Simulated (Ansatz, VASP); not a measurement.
**MgS in VASP and in Ansatz**

```
S Mg
1.0
     0.00000    2.94644    2.83312
     2.94644    0.00000    2.83312
     2.94644    2.94644    0.00000
S Mg
1 1
Direct
  0.25000 0.25000 0.25000
  0.00000 0.00000 0.00000
```

The cell comes from a database or a generator and needn't be the stable form of this composition.

Alike in both runs: functional PBEsol; k mesh 7 × 7 × 7; occupations fermi-dirac, width 0.05 eV; no spin polarisation.

|  | VASP | Ansatz |
| --- | --- | --- |
| version | VASP 6.6.1 | Ansatz 0.2.0 |
| potentials or method | VASP PAW PBE potentials, release 64 (S, Mg) | Ansatz PAW |
| plane-wave cutoff (eV) | 520 | 420 |
| valence electrons in the cell | 8 | 16 |
| task | single point | band structure |

|  | VASP | Ansatz | Ansatz less VASP |
| --- | --- | --- | --- |
| gap on the k mesh at the Fermi level (eV) | 2.85 | 2.85 | 0.000 |
| least direct gap on the mesh (eV) | 2.85 | 2.85 | 0.000 |
| pressure (GPa) | -4.3 | -4.2 | +0.11 |
| largest component of the traceless stress (GPa) | 0.57 | 0.57 | -0.005 |

The two sets of potentials don't hold the same shells in valence.

Caveats: the PAW data sets were made with another functional, which shifts forces and pressure a little (VASP); the PAW data sets come from PBE, with cores solved anew for the run's functional, which leaves a small shift of forces and pressure (Ansatz). As with any semilocal functional, this PBEsol gap is likely too small.
